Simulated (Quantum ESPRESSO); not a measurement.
# GaAs (F-43m) in Quantum ESPRESSO: convergence with wavefunction cutoff

Aim: find how far wavefunction cutoff must go before the results for GaAs settle, at LDA. This setting moves, with any that are tied to it; all else stays.

Program: Quantum ESPRESSO 7.5. These are calculated values, not measurements. Logs are shortened: lines on timing, memory, paths and dates and some standing lists are left out, and cuts for length are marked.

## 1. Starting point

The structure is cubic, space group F-43m (No. 216). The conventional cell has a = 5.654 Å, b = 5.654 Å, c = 5.654 Å, α = 90.00°, β = 90.00°, γ = 90.00°. Around As (site symmetry -43m) lie 4 Ga at 2.45 Å. Around Ga (site symmetry -43m) lie 4 As at 2.45 Å.

## 2. With wavefunction cutoff 42 Ry

The input, pw.in:

```
&CONTROL
  calculation = 'scf'
  prefix = 'pwscf'
  outdir = './tmp'
  pseudo_dir = './pseudo'
  tprnfor = .true.
  tstress = .true.
  disk_io = 'nowf'
/
&SYSTEM
  ibrav = 0
  nat = 2
  ntyp = 2
  ecutwfc = 42
  nbnd = 31
  occupations = 'smearing'
  smearing = 'gaussian'
  degauss = 0.00367493
/
&ELECTRONS
  conv_thr = 4d-10
  electron_maxstep = 120
  mixing_beta = 0.5
/
ATOMIC_SPECIES
As    74.9216 As.upf
Ga    69.7230 Ga.upf
CELL_PARAMETERS angstrom
   0.0000000000    2.8268500000    2.8268500000
   2.8268500000    0.0000000000    2.8268500000
   2.8268500000    2.8268500000    0.0000000000
ATOMIC_POSITIONS crystal
As     0.7500000000    0.7500000000    0.7500000000
Ga     0.0000000000    0.0000000000    0.0000000000
K_POINTS automatic
8 8 8 0 0 0
```

Potentials or basis: PseudoDojo 0.4.1 SR LDA stringent.

Launch:

```bash
$ OMP_NUM_THREADS=1 pw.x -in pw.in > pw.out
```

pw.out:

```text
This program is part of the open-source Quantum ESPRESSO suite
     for quantum simulation of materials; please cite
[... 9 lines left out ...]
     --------------------
     sticks:   dense  smooth     PW     G-vecs:    dense   smooth      PW
     Sum         661     661    199                11191    11191    1917

     Using Slab Decomposition

     bravais-lattice index     =            0
     lattice parameter (alat)  =       7.5547  a.u.
     unit-cell volume          =     304.8842 (a.u.)^3
     number of atoms/cell      =            2
     number of atomic types    =            2
     number of electrons       =        44.00
     number of Kohn-Sham states=           31
     kinetic-energy cutoff     =      42.0000  Ry
     charge density cutoff     =     168.0000  Ry
     scf convergence threshold =      4.0E-10
     mixing beta               =       0.5000
     number of iterations used =            8  plain     mixing
     Exchange-correlation= SLA  PW   NOGX NOGC
                           (   1   4   0   0   0   0   0)

     celldm(1)=   7.554690  celldm(2)=   0.000000  celldm(3)=   0.000000
     celldm(4)=   0.000000  celldm(5)=   0.000000  celldm(6)=   0.000000

     crystal axes: (cart. coord. in units of alat)
               a(1) = (   0.000000   0.707107   0.707107 )
               a(2) = (   0.707107   0.000000   0.707107 )
               a(3) = (   0.707107   0.707107   0.000000 )

     reciprocal axes: (cart. coord. in units 2 pi/alat)
               b(1) = ( -0.707107  0.707107  0.707107 )
               b(2) = (  0.707107 -0.707107  0.707107 )
               b(3) = (  0.707107  0.707107 -0.707107 )

     PseudoPot. # 1 for As read from file:
     As.upf
     Pseudo is Norm-conserving + core correction, Zval = 23.0
     Generated using ONCVPSP code by D. R. Hamann
     Using radial grid of 1326 points,  6 beta functions with:
                l(1) =   0
                l(2) =   0
                l(3) =   1
                l(4) =   1
                l(5) =   2
                l(6) =   2

     PseudoPot. # 2 for Ga read from file:
     Ga.upf
     Pseudo is Norm-conserving + core correction, Zval = 21.0
     Generated using ONCVPSP code by D. R. Hamann
     Using radial grid of 1858 points,  6 beta functions with:
                l(1) =   0
                l(2) =   0
                l(3) =   1
                l(4) =   1
                l(5) =   2
                l(6) =   2

     atomic species   valence    mass     pseudopotential
     As               23.00    74.92160     As( 1.00)
     Ga               21.00    69.72300     Ga( 1.00)

     24 Sym. Ops. (no inversion) found

   Cartesian axes

     site n.     atom                  positions (alat units)
         1        As     tau(   1) = (   1.0606602   1.0606602   1.0606602  )
         2        Ga     tau(   2) = (   0.0000000   0.0000000   0.0000000  )

     number of k points=    29  Gaussian smearing, width (Ry)=  0.0037
                       cart. coord. in units 2pi/alat
        k(    1) = (   0.0000000   0.0000000   0.0000000), wk =   0.0039062
        k(    2) = (   0.0883883   0.0883883  -0.0883883), wk =   0.0312500
        k(    3) = (   0.1767767   0.1767767  -0.1767767), wk =   0.0312500
        k(    4) = (   0.2651650   0.2651650  -0.2651650), wk =   0.0312500
        k(    5) = (  -0.3535534  -0.3535534   0.3535534), wk =   0.0156250
        k(    6) = (   0.1767767   0.0000000   0.0000000), wk =   0.0234375
[... 21 lines left out ...]
        k(   28) = (  -0.7071068   0.1767767  -0.0000000), wk =   0.0468750
        k(   29) = (  -0.7071068   0.3535534   0.0000000), wk =   0.0234375

     Dense  grid:    11191 G-vectors     FFT dimensions: (  32,  32,  32)

     Check: negative core charge=   -0.007372

     Initial potential from superposition of free atoms

     starting charge      43.9977, renormalised to      44.0000
     Starting wfcs are   26 randomized atomic wfcs +    5 random wfcs

     Self-consistent Calculation

     iteration #  1     ecut=    42.00 Ry     beta= 0.50
     Davidson diagonalization with overlap
     ethr =  1.00E-02,  avg # of iterations =  6.6

     total energy              =   -1081.44784638 Ry
     estimated scf accuracy    <      11.97775910 Ry

     iteration #  2     ecut=    42.00 Ry     beta= 0.50
     Davidson diagonalization with overlap
     ethr =  1.00E-02,  avg # of iterations =  2.0
[... 50 lines left out ...]
     total energy              =   -1083.47370077 Ry
     estimated scf accuracy    <          6.4E-10 Ry

     iteration # 10     ecut=    42.00 Ry     beta= 0.50
     Davidson diagonalization with overlap
     ethr =  1.45E-12,  avg # of iterations =  2.0

     End of self-consistent calculation

          k = 0.0000 0.0000 0.0000 (  1411 PWs)   bands (ev):

  -207.1097-163.1497-134.4891-134.4891-134.4891-100.3089-100.3089-100.3089
   -27.2818 -27.2818 -27.2818 -27.0863 -27.0863  -5.2750  -5.2750  -5.2750
    -4.9817  -4.9817  -4.7554   7.1612  10.4539  10.4539  10.4539  14.0557
    14.0557  14.0557  16.0368  21.6661  21.6661  21.6702  21.6766

          k = 0.0884 0.0884-0.0884 (  1411 PWs)   bands (ev):

  -207.1090-163.1496-134.5016-134.5016-134.4449-100.3168-100.3168-100.2626
   -27.3621 -27.2809 -27.2809 -27.0307 -27.0307  -5.3895  -5.2085  -5.2085
    -4.9779  -4.9779  -4.5362   6.2414  10.1608  10.1608  10.4810  13.9929
    14.4325  14.4325  17.4578  20.2197  20.2197  20.7110  23.7689
[... 120 lines left out ...]
          k = 0.0000-0.5303 0.5303 (  1408 PWs)   bands (ev):

  -207.0933-163.1471-134.3954-134.2240-134.2150-100.2331-100.0910-100.0874
   -27.0814 -27.0744 -26.9866 -26.9396 -26.6865  -5.3326  -4.9974  -4.9840
    -4.9548  -4.7141  -2.4971   2.1899   6.2388   7.9340  11.5706  14.4238
    17.6099  18.4595  18.6496  21.4909  24.1099  25.4142  27.1542

          k =-0.7071 0.0000 0.0000 (  1388 PWs)   bands (ev):

  -207.0684-163.1445-134.2707-133.6547-133.6547-100.1355 -99.6211 -99.6211
   -26.8801 -26.8801 -26.4452 -26.1228 -25.9622  -4.8475  -4.8348  -4.8348
    -4.4969  -4.0614  -2.2892   2.0453   7.5684   7.5684  11.2486  11.2558
    20.4589  20.4589  20.5449  22.3850  24.4802  24.4802  25.0068

          k = 0.3536 0.1768 0.0000 (  1395 PWs)   bands (ev):

  -207.0822-163.1463-134.2300-134.1058-133.8548-100.0958 -99.9962 -99.7879
   -27.4136 -26.8868 -26.5852 -26.3873 -26.2224  -5.3289  -5.0430  -4.6405
    -4.5703  -4.4560  -3.4368   3.8862   7.7669   8.9510  12.3184  13.1643
    15.7035  16.6311  18.9102  20.8351  21.4834  23.8779  24.5023
[... 29 lines left out ...]
          k = 0.0000-0.3536 0.5303 (  1400 PWs)   bands (ev):

  -207.0835-163.1460-134.2806-134.0553-134.0261-100.1423 -99.9524 -99.9329
   -27.0895 -26.9142 -26.7668 -26.6521 -26.4076  -5.2876  -5.0031  -4.7854
    -4.6855  -4.4825  -2.6119   2.4090   6.2832   7.8920  12.8412  15.1592
    15.4024  17.7152  19.1324  21.0988  23.8723  24.4245  26.3931

          k =-0.7071 0.1768-0.0000 (  1400 PWs)   bands (ev):

  -207.0836-163.1461-134.2250-134.2149-133.9036-100.0976-100.0861 -99.8303
   -27.0477 -26.9982 -26.8404 -26.6313 -26.2628  -5.1903  -5.0161  -4.9057
    -4.7876  -4.3341  -2.4071   2.1078   7.0226   7.0881  12.4007  12.4156
    18.1425  18.3377  21.2418  22.7174  23.9461  24.1373  27.2876

          k =-0.7071 0.3536 0.0000 (  1424 PWs)   bands (ev):

  -207.1148-163.1494-134.7511-134.5771-134.5708-100.5251-100.3850-100.3772
   -27.6325 -27.6292 -27.4526 -27.1729 -26.9973  -5.7910  -5.5067  -5.3503
    -5.0501  -4.9384  -2.5338   2.1556   6.5984   6.7370  13.9910  14.7951
    15.0811  16.2641  21.3233  22.7814  23.6836  24.1760  27.3961

     the Fermi energy is    10.1468 ev

!    total energy              =   -1083.47370077 Ry
     estimated scf accuracy    <          4.4E-11 Ry
     smearing contrib. (-TS)   =      -0.00012172 Ry
     internal energy E=F+TS    =   -1083.47357905 Ry

     The total energy is F=E-TS. E is the sum of the following terms:
     one-electron contribution =    -911.98781745 Ry
     hartree contribution      =     423.56931385 Ry
     xc contribution           =    -106.28556574 Ry
     ewald contribution        =    -488.76950971 Ry

     convergence has been achieved in  10 iterations

     Forces acting on atoms (cartesian axes, Ry/au):

     atom    1 type  1   force =     0.00000000    0.00000000   -0.00000000
     atom    2 type  2   force =    -0.00000000   -0.00000000    0.00000000

     Total force =     0.000000     Total SCF correction =     0.000000

     Computing stress (Cartesian axis) and pressure

          total   stress  (Ry/bohr**3)                   (kbar)     P=   -34932.43
  -0.23746581   0.00000000  -0.00000000       -34932.43        0.00       -0.00
   0.00000000  -0.23746581   0.00000000            0.00   -34932.43        0.00
  -0.00000000   0.00000000  -0.23746581           -0.00        0.00   -34932.43

=------------------------------------------------------------------------------=
   JOB DONE.
=------------------------------------------------------------------------------=
```

It took 12 s on 1 thread of Arm Neoverse V2, shared host; peak memory 0.05 GiB.

What came out:

| Property | Result |
| --- | --- |
| Free energy | -14741.4107 eV |
| Pressure | -3493.2 GPa |
| Band gap on the k mesh | none (metal or under the smearing width) |

## 3. With wavefunction cutoff 53 Ry

Edit pw.in of step 2 so:

```diff
@@ -13,3 +13,3 @@
   ntyp = 2
-  ecutwfc = 42
+  ecutwfc = 53
   nbnd = 31
```

Potentials or basis: PseudoDojo 0.4.1 SR LDA stringent.

Launch:

```bash
$ OMP_NUM_THREADS=1 pw.x -in pw.in > pw.out
```

Wall time 21 s (1 thread of Arm Neoverse V2, shared host); peak memory 0.07 GiB.

Results:

| Property | Result |
| --- | --- |
| Free energy | -15000.3481 eV |
| Pressure | -1805.4 GPa |
| Band gap on the k mesh | none (metal or under the smearing width) |

## 4. With wavefunction cutoff 64 Ry

Edit pw.in of step 3 so:

```diff
@@ -13,3 +13,3 @@
   ntyp = 2
-  ecutwfc = 53
+  ecutwfc = 64
   nbnd = 31
```

Launch:

```bash
$ OMP_NUM_THREADS=1 pw.x -in pw.in > pw.out
```

Run time: 32 s. Hardware: 1 thread of Arm Neoverse V2, shared host; peak memory 0.08 GiB.

Results:

| Item | Value |
| --- | --- |
| Free energy | -15099.0745 eV |
| Pressure | -741.6 GPa |
| Band gap on the k mesh | none (metal or under the smearing width) |

## 5. With wavefunction cutoff 74 Ry

Edit pw.in of step 4 so:

```diff
@@ -13,3 +13,3 @@
   ntyp = 2
-  ecutwfc = 64
+  ecutwfc = 74
   nbnd = 31
```

Launch:

```bash
$ OMP_NUM_THREADS=1 pw.x -in pw.in > pw.out
```

Wall time 48 s (1 thread of Arm Neoverse V2, shared host); peak memory 0.1 GiB.

What came out:

```
Free energy            : -15128.0827 eV
Pressure               : -258.3 GPa
Band gap on the k mesh : 0.16 eV, direct
```

## 6. With wavefunction cutoff 85 Ry

Edit pw.in of step 5 so:

```diff
@@ -13,3 +13,3 @@
   ntyp = 2
-  ecutwfc = 74
+  ecutwfc = 85
   nbnd = 31
```

Potentials or basis: PseudoDojo 0.4.1 SR LDA stringent.

Launch:

```bash
$ OMP_NUM_THREADS=1 pw.x -in pw.in > pw.out
```

It took 48 s on 1 thread of Arm Neoverse V2, shared host; peak memory 0.11 GiB.

It converged, with:

```yaml
Free_energy: -15136.2363 eV
Pressure: -59.3 GPa
Band_gap_on_the_k_mesh: 0.25 eV, direct
```

## 7. With wavefunction cutoff 95 Ry

Edit pw.in of step 6 so:

```diff
@@ -13,3 +13,3 @@
   ntyp = 2
-  ecutwfc = 85
+  ecutwfc = 95
   nbnd = 31
```

Launch:

```bash
$ OMP_NUM_THREADS=1 pw.x -in pw.in > pw.out
```

Run time: 53 s. Hardware: 1 thread of Arm Neoverse V2, shared host; peak memory 0.13 GiB.

The run converged. Its results:

```yaml
Free_energy: -15137.5831 eV
Pressure: -11.9 GPa
Band_gap_on_the_k_mesh: 0.28 eV, direct
```

## 8. With wavefunction cutoff 106 Ry

Edit pw.in of step 7 so:

```diff
@@ -13,3 +13,3 @@
   ntyp = 2
-  ecutwfc = 95
+  ecutwfc = 106
   nbnd = 31
```

Launch:

```bash
$ OMP_NUM_THREADS=1 pw.x -in pw.in > pw.out
```

Wall time 72 s (1 thread of Arm Neoverse V2, shared host); peak memory 0.15 GiB.

Results (log left out):

```yaml
Free_energy: -15137.7662 eV
Pressure: -2.6 GPa
Band_gap_on_the_k_mesh: 0.28 eV, direct
```

## 9. With wavefunction cutoff 127 Ry

Edit pw.in of step 8 so:

```diff
@@ -13,3 +13,3 @@
   ntyp = 2
-  ecutwfc = 106
+  ecutwfc = 127
   nbnd = 31
```

Potentials or basis: PseudoDojo 0.4.1 SR LDA stringent.

Launch:

```bash
$ OMP_NUM_THREADS=1 pw.x -in pw.in > pw.out
```

It took 99 s on 1 thread of Arm Neoverse V2, shared host; peak memory 0.19 GiB.

It converged, with:

| Item | Value |
| --- | --- |
| Free energy | -15137.7774 eV |
| Pressure | -1.9 GPa |
| Band gap on the k mesh | 0.28 eV, direct |

## 10. With wavefunction cutoff 159 Ry

Edit pw.in of step 9 so:

```diff
@@ -13,3 +13,3 @@
   ntyp = 2
-  ecutwfc = 127
+  ecutwfc = 159
   nbnd = 31
```

Launch:

```bash
$ OMP_NUM_THREADS=1 pw.x -in pw.in > pw.out
```

It took 97 s on 1 thread of Arm Neoverse V2, shared host; peak memory 0.26 GiB.

The run converged. Its results:

```
Free energy            : -15137.7809 eV
Pressure               : -1.9 GPa
Band gap on the k mesh : 0.28 eV, direct
```

## 11. The series at a glance

| wavefunction cutoff | energy less the tightest run, at zero smearing (meV/atom) | pressure (GPa) | gap on the mesh (eV) | SCF cycles | CPU time (s) | peak memory (GiB) |
| --- | --- | --- | --- | --- | --- | --- |
| 42 Ry | 198185.52 | -3493.24 | 0.000 | 10 | 12 | 0.05 |
| 53 Ry | 68716.43 | -1805.42 | 0.000 | 9 | 21 | 0.07 |
| 64 Ry | 19353.26 | -741.62 | 0.000 | 10 | 32 | 0.08 |
| 74 Ry | 4849.10 | -258.26 | 0.164 | 9 | 48 | 0.1 |
| 85 Ry | 772.31 | -59.30 | 0.251 | 9 | 48 | 0.11 |
| 95 Ry | 98.90 | -11.88 | 0.275 | 9 | 53 | 0.13 |
| 106 Ry | 7.36 | -2.65 | 0.280 | 9 | 72 | 0.15 |
| 127 Ry | 1.74 | -1.88 | 0.280 | 9 | 99 | 0.19 |
| 159 Ry | 0.00 | -1.87 | 0.280 | 9 | 97 | 0.26 |

Against the tightest run, the pressure stays within 0.1 GPa from 127 Ry on; the gap on the mesh stays within 0.01 eV from 95 Ry on. Not settled before the last step: the energy (to 1 meV/atom). The tightest run that finished is the yardstick and may itself not be fully converged.
